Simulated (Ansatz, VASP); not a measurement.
Sb: VASP beside Ansatz

```
Sb
1.0
     3.11046    0.00000    0.00000
     0.00000    3.11046    0.00000
     0.00000    0.00000    3.11046
Sb
1
Cartesian
  0.0000 0.0000 0.0000
```

Alike in both runs: task relaxation of cell and atoms; functional PBEsol; k mesh 14 × 14 × 14; occupations gaussian, width 0.1 eV; no spin polarisation.

|  | VASP | Ansatz |
| --- | --- | --- |
| version | VASP 6.6.1 | Ansatz 0.2.0 |
| potentials or method | VASP PAW PBE potentials, release 64 (Sb) | scalar-relativistic, plane waves, PAW |
| plane-wave cutoff (eV) | 600 | 420 |
| valence electrons in the cell | 5 | 15 |

```csv
,VASP,Ansatz,Ansatz less VASP
"gap on the k mesh at the Fermi level, each at its own relaxed structure (eV)",none,none,-
relaxed volume (Å³/atom),28.75,28.69,-0.057
relaxed cell length with the largest relative difference (Å),3.063,3.061,-0.0020
energy change over the relaxation (meV/atom),-11,-12,-0.8
```

A gap of «none» marks a metal or a gap that the smearing closes. The two sets of potentials don't hold the same shells in valence.

Caveats: the PAW data sets were made with another functional, which shifts forces and pressure a little (VASP). Spin-orbit coupling is left out, which matters for the levels of Sb.
